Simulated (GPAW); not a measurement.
# FeO (Wuestite) (R-3m) in GPAW: single point with PBE

Aim: the single point of FeO (Wuestite) with PBE.

Everything below comes from runs of GPAW 26.7.0. Logs are shortened: lines on timing, memory, paths and dates and some standing lists are left out, and cuts for length are marked. The log counts tension as positive stress, the text compression.

## (1) The structure

It takes space group R-3m (No. 166, trigonal). The conventional cell has a = 3.038 Å, b = 3.038 Å, c = 7.559 Å, α = 90.00°, β = 90.00°, γ = 120.00°. Fe (site symmetry -3m) is surrounded by 6 O at 2.16 Å. Around O (site symmetry -3m) lie 6 Fe at 2.16 Å.

## (2) Single point, PBE, collinear spin, ferromagnetic start

run.py

```python
from ase.io import read
from gpaw import PW
from gpaw.dft import DFT

atoms = read('FeO.cif')
atoms.set_initial_magnetic_moments([3.0, 0.0])

dft = DFT(atoms,
          mode=PW(800),
          xc='PBE',
          kpts={'size': (11, 11, 11), 'gamma': True},
          occupations={'name': 'fermi-dirac', 'width': 0.05},
          nbands=17,
          convergence={'density': 1e-05, 'energy': 1e-05},
          maxiter=150,
          txt='gpaw.txt')
print(f'Energy: {dft.calculate_energy():.6f} eV')
print('Forces (eV/A):')
print(dft.calculate_forces().round(4))
print('Stress (eV/A^3):', dft.calculate_stress().round(6))
print('Moments:', dft.magmoms()[1].round(3))
dft.write_gpw_file('gs.gpw')
```

FeO.cif

```cif
data_FeO
_cell_length_a 3.06985759
_cell_length_b 3.06985759
_cell_length_c 3.06985759
_cell_angle_alpha 59.30691343
_cell_angle_beta 59.30691343
_cell_angle_gamma 59.30691343
_space_group_name_H-M_alt 'P1'
_space_group_name_Hall 'P 1'
_space_group_IT_number 1
loop_
_space_group_symop_operation_xyz
'x,y,z'
loop_
_atom_site_label
_atom_site_type_symbol
_atom_site_symmetry_multiplicity
_atom_site_Wyckoff_symbol
_atom_site_fract_x
_atom_site_fract_y
_atom_site_fract_z
_atom_site_occupancy
Fe1 Fe 1 a 0.0000000000 0.0000000000 0.0000000000 1
O1 O 1 a 0.5000000000 0.5000000000 0.5000000000 1
```

Potentials or basis: GPAW PAW data sets (gpaw-data 1.2.1), pw.

The run is started by

```
> OMP_NUM_THREADS=1 python run.py
```

gpaw.txt:

```text
Diagonalizing LCAO Hamiltonian
Converting LCAO to pw mode

                O

       Fe

Atoms  # Å, Bohr magnetons
|   | symbol |        x |        y |        z |    initial magnetic moments |
|---|--------|----------|----------|----------|-----------------------------|
| 0 |     Fe | 0.000000 | 0.000000 | 0.000000 | ( 0.0000,  0.0000,  3.0000) |
| 1 |      O | 3.101904 | 1.765957 | 1.242253 | ( 0.0000,  0.0000,  0.0000) |

Unit cell  # Å
| periodic |        x |        y |        z |  lengths |    angles |
|----------|----------|----------|----------|----------|-----------|
|      yes | 3.069858 | 0.000000 | 0.000000 | 3.069858 | 59.306913 |
|      yes | 1.566976 | 2.639813 | 0.000000 | 3.069858 | 59.306913 |
|      yes | 1.566976 | 0.892101 | 2.484506 | 3.069858 | 59.306913 |

Number of symmetries: 12
Symmetry operations  # r_c * U_cc + t_c -> r_c
|    | kind |            matrix            |
|----|------|------------------------------|
|  0 |  E   |  1, 0, 0,  0, 1, 0,  0, 0, 1 |
|  1 |  σ   |  1, 0, 0,  0, 0, 1,  0, 1, 0 |
|  2 |  σ   |  0, 1, 0,  1, 0, 0,  0, 0, 1 |
|  3 |  C3  |  0, 1, 0,  0, 0, 1,  1, 0, 0 |
|  4 |  C3  |  0, 0, 1,  1, 0, 0,  0, 1, 0 |
|  5 |  σ   |  0, 0, 1,  0, 1, 0,  1, 0, 0 |
|  6 |  C2  |  0, 0,-1,  0,-1, 0, -1, 0, 0 |
|  7 |  S6  |  0, 0,-1, -1, 0, 0,  0,-1, 0 |
|  8 |  S6  |  0,-1, 0,  0, 0,-1, -1, 0, 0 |
|  9 |  C2  |  0,-1, 0, -1, 0, 0,  0, 0,-1 |
| 10 |  C2  | -1, 0, 0,  0, 0,-1,  0,-1, 0 |
| 11 |  i   | -1, 0, 0,  0,-1, 0,  0, 0,-1 |

BZ-sampling:
  Number of BZ points: 1331
  Number of IBZ points: 146

  Monkhorst-Pack size: [11, 11, 11]
  Monkhorst-Pack shift: [0, 0, 0]

K-points  # in reciprocal-cell coordinates
|     |                                coordinates |     weight |
|-----|--------------------------------------------|------------|
|   0 | (  0.00000000,   0.00000000,   0.00000000) | 0.00075131 |
|   1 | (  0.09090909,   0.00000000,  -0.09090909) | 0.00450789 |
|   2 | (  0.09090909,   0.00000000,   0.00000000) | 0.00450789 |
|   3 | (  0.09090909,   0.09090909,  -0.09090909) | 0.00450789 |
|   4 | (  0.09090909,   0.09090909,   0.00000000) | 0.00450789 |
|   5 | (  0.09090909,   0.09090909,   0.09090909) | 0.00150263 |
|   6 | (  0.18181818,  -0.09090909,  -0.09090909) | 0.00450789 |
|   7 | (  0.18181818,   0.00000000,  -0.18181818) | 0.00450789 |
|   8 | (  0.18181818,   0.00000000,  -0.09090909) | 0.00901578 |
|   9 | (  0.18181818,   0.00000000,   0.00000000) | 0.00450789 |
| ... |                                            |            |
| 145 | (  0.45454545,   0.45454545,   0.45454545) | 0.00150263 |

Plane wave coefficients: 1046
Cutoff: 800.0 eV

Spin-components: 2 (collinear spins)
Bands:           17
Projectors:      11
Spin-degeneracy: 1
Datatype:        complex128

Density:
  Valence electrons: 14.0
  Components: 2
  Grid points: [21 21 21]
  Charge: 0.0  # |e|

Potential:
  Grid points: [21 21 21]

species:
  Fe:
    name:    Iron
    Z:       26.0
    valence: 8
    core:    18
    charge:  0.0  # [|e|]
    compensation charges:
      type: gauss
      rc: 0.33  # [Å]
      lmax: 2
    cutoffs:
      filter: 2.06  # [Å]
      core: 2.67  # [Å]
    projectors
    | kind |    occ | energy [eV] | rcut [Å] |
    |------|--------|-------------|----------|
    |   4s |  2.000 |      -5.291 |    1.164 |
    |   4p |  0.000 |      -1.326 |    1.058 |
    |   3d |  6.000 |      -7.505 |    1.058 |
    |    s |        |      21.920 |    1.164 |
    |    p |        |      25.885 |    1.058 |
    |    d |        |      19.706 |    1.058 |

    Using partial waves for Fe as LCAO basis

  O:
    name:    Oxygen
    Z:       8.0
    valence: 6
    core:    2
    charge:  0.0  # [|e|]
    compensation charges:
      type: gauss
      rc: 0.21  # [Å]
      lmax: 2
    cutoffs:
      filter: 1.17  # [Å]
      core: 0.83  # [Å]
    projectors
    | kind |    occ | energy [eV] | rcut [Å] |
    |------|--------|-------------|----------|
    |   2s |  2.000 |     -23.961 |    0.688 |
    |   2p |  4.000 |      -9.029 |    0.598 |
    |    s |        |       3.251 |    0.688 |
    |    p |        |      18.182 |    0.598 |
    |    d |        |       0.000 |    0.619 |

    Using partial waves for O as LCAO basis

Reference energy: -36660.306901  # eV

eigensolver:
  PPCG
  Converge bands: occupied
  niter=2

density mixing:
  MSR1-Mixer
  Pratt-step length: 0.05
  Maximum mixing coefficient: 0.75
  Old densities: 10
  SVD Regularization: 0.005
  Good broyden scale: 1.0
  Trust region scale: 1.0
  Backstep threshold: 4.0
  History deletion threshold: 6.0
  Fourier metric: weight=20.0, sigma=0.015

occupation numbers:
  Fermi-Dirac:
    width: 0.0500  # eV

poisson solver:
  ecut: 6400.0  # eV

xc functional:
[... 7 lines left out ...]

SCF iterations
|iter     | |      energy | eigst |  dens |  magmom |
|---------|-|-------------|-------|-------|---------|
|iter:   1| |  -16.395069 | -0.09 |       |  +3.0024|
|iter:   2| |  -16.174276 | -2.02 | -0.73 |  +3.0524|
|iter:   3| |  -15.860240 | -1.73 | -0.76 |  +3.5959|
|iter:   4| |  -15.908752 | -2.57 | -1.26 |  +3.8635|
|iter:   5| |  -15.919874 | -3.50 | -1.67 |  +4.0061|
|iter:   6| |  -15.919327 | -4.39 | -2.36 |  +4.0066|
|iter:   7| |  -15.919540 | -4.89 | -2.64 |  +4.0030|
|iter:   8| |  -15.919566 | -5.91 | -3.19 |  +4.0015|
|iter:   9| |  -15.919568c| -7.13 | -3.72 |  +4.0011|
|iter:  10| |  -15.919567c| -8.04c| -4.64 |  +4.0012|
|iter:  11| |  -15.919567c| -8.57c| -5.06c|  +4.0013|
SCF steps: 11
Energy contributions relative to reference atoms: (reference = -36660.306901)

Energy contributions:
  Kinetic:          27.600006
  Coulomb:         -24.406054
  Zero:              0.248964
  External:          0.000000
  Xc:              -19.356755
  Entropy:          -0.011456
  Spinorbit:         0.000000
  ----------------------------
  Free energy:     -15.925295
  Extrapolated:    -15.919567

Forces  # eV/Ang
|       x |       y |        z |
|---------|---------|----------|
| 0.00000 | 0.00000 | -0.00000 |  # Fe   0
| 0.00000 | 0.00000 | -0.00000 |  # O    1

Stress tensor  # eV/Ang^3
|        x |        y |        z |
|----------|----------|----------|
| 0.003206 | 0.002085 | 0.001467 |
| 0.002085 | 0.000731 | 0.000835 |
| 0.001467 | 0.000835 | 0.000131 |

Total magnetic moment: (0.000000, 0.000000, 4.001267)

Local magnetic moments
|        x |        y |        z |
|----------|----------|----------|
| 0.000000 | 0.000000 | 3.546941 |  # Fe   0
| 0.000000 | 0.000000 | 0.235085 |  # O    1

Writing to gs.gpw (mode='')

  __  _  _
 | _ |_)|_||  |
 |__||  | ||/\| - 26.7.0

Input parameters:
  mode=PW(ecut=800.0),
  convergence={'density': 1e-05, 'energy': 1e-05},
  kpts=MonkhorstPack(size=(11, 11, 11), gamma=True),
  maxiter=150,
  nbands=17,
  occupations=Occupations(name='fermi-dirac', width=0.05),
  xc=XC(name='PBE')
# Writing to gs.gpw (mode='')
```

It took 1.7 min on 1 thread of Arm Neoverse V2, shared host; peak memory 0.26 GiB.

Results:

```
Free energy            : -15.9253 eV
Pressure               : -0.2 GPa
Band gap on the k mesh : none (metal or under the smearing width)
Net moment             : 4.00 μB per cell
Site moments           : Fe +3.55; O +0.24 μB
```

Stress tensor (GPa, compression positive):
```
-0.51 -0.33 -0.23
-0.33 -0.12 -0.13
-0.23 -0.13 -0.02
```

Levels at points of the mesh, in eV from the Fermi level:
Spin up:
| k point | band 6 | band 7 | band 8 | band 9 | band 10 | band 11 | band 12 | band 13 |
| --- | --- | --- | --- | --- | --- | --- | --- | --- |
| (0.00, 0.00, 0.00) | -3.86 | -3.86 | -3.67 | -3.67 | -0.09 | 15.25 | 16.59 | 16.99 |
Spin down:
| k point | band 1 | band 2 | band 3 | band 4 | band 5 | band 6 | band 7 | band 8 | band 9 | band 10 |
| --- | --- | --- | --- | --- | --- | --- | --- | --- | --- | --- |
| (0.00, 0.00, 0.00) | -20.27 | -3.44 | -3.34 | -3.34 | -0.79 | -0.71 | -0.70 | 0.21 | 0.21 | 0.72 |

Caveat: a cell with one magnetic atom can't hold antiferromagnetic order, which such compounds often take; semilocal functionals often make such compounds metallic where correlation or magnetic order opens a gap, which also shifts bond lengths.

## (3) For comparison

An earlier run on the cell as given: functional PBE; potentials or basis GPAW PAW data sets (gpaw-data 1.2.1); cutoff 800 eV; basis pw; k mesh 11 × 11 × 11; occupations fermi-dirac, width 0.05 eV; collinear spin, ferromagnetic start; starting moments [3.0, 0.0] μB.

* Pressure: -0.2 GPa
* Band gap on the k mesh: none (metal or under the smearing width)
* Net moment: 4.00 μB per cell
* Site moments: Fe +3.55; O +0.24 μB
